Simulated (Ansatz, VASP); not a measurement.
Two plane-wave programs on CaS

File INCAR:

```
SYSTEM = CaS
PREC     = Accurate       ! precision mode
ENCUT    = 520            ! plane-wave cutoff, eV
EDIFF    = 1E-6           ! SCF threshold, eV
ISMEAR   = 0              ! smearing method
SIGMA    = 0.1            ! smearing width, eV
LREAL    = .False.        ! projectors in reciprocal space
LASPH    = .True.         ! aspherical terms in the spheres
NELM     = 100            ! most SCF steps
ALGO     = Normal         ! electronic algorithm
ISIF     = 2              ! what is computed and relaxed
LWAVE    = .False.        ! write WAVECAR
LCHARG   = .False.        ! write CHGCAR
GGA      = PS             ! functional
NBANDS   = 24             ! bands
```

KPOINTS

```
Automatic mesh
0
Gamma
  4 4 4
  0 0 0
```

Contents of POSCAR:

```
CaS
1.0
   -3.9832499521      0.0000000000      0.0000000000
    0.0000000000     -3.9832499521      0.0000000000
    0.0000000000      0.0000000000      5.6331661045
Ca S
2 2
Direct
    0.0000000000      0.0000000000      0.0000000000
    0.5000000000      0.5000000000      0.5000000000
    0.5000000000      0.5000000000      0.0000000000
    0.0000000000      0.0000000000      0.5000000000
```

Input for Ansatz:

```yaml
crystal:
  lattice:
    - [3.9832499521, 0.0, 0.0]
    - [0.0, 3.9832499521, 0.0]
    - [0.0, 0.0, -5.6331661045]
  atoms:
    - { symbol: Ca, position: [0.0, 0.0, 0.0] }
    - { symbol: Ca, position: [0.5, 0.5, 0.5] }
    - { symbol: S, position: [0.5, 0.5, 0.0] }
    - { symbol: S, position: [0.0, 0.0, 0.5] }
basis:
  ecutwfc: 420
kpoints:
  mp_grid: { grid: [4, 4, 4] }
hamiltonian:
  xc: pbesol
scf:
  occupations: { method: gaussian, width: 0.1 }
output:
  forces: true
  stress: true
  eigenvalues: true
```

The cell comes from a database or a generator and needn't be the stable form of this composition.

Alike in both runs: task single point; functional PBEsol; k mesh 4 × 4 × 4; occupations gaussian, width 0.1 eV; no spin polarisation.

```csv
,VASP,Ansatz
version,VASP 6.6.1,Ansatz 0.2.0
potentials or method,"VASP PAW PBE potentials, release 64 (Ca_sv, S)","scalar-relativistic, plane waves, PAW"
plane-wave cutoff (eV),520,420
valence electrons in the cell,32,32
```

```csv
,VASP,Ansatz,Ansatz less VASP
gap on the k mesh at the Fermi level (eV),2.15,2.15,+0.006
least direct gap on the mesh (eV),2.15,2.16,+0.006
pressure (GPa),0.2,0.0,-0.20
```

The functional is the same, so the differences come from potentials, cutoffs and numerics.

Caveats: the PAW data sets were made with another functional, which shifts forces and pressure a little (VASP); the real-space grid breaks the cell's symmetry a little (VASP). PBEsol gaps usually lie below the measured ones, often by a third to a half. A k mesh can miss the band edges.
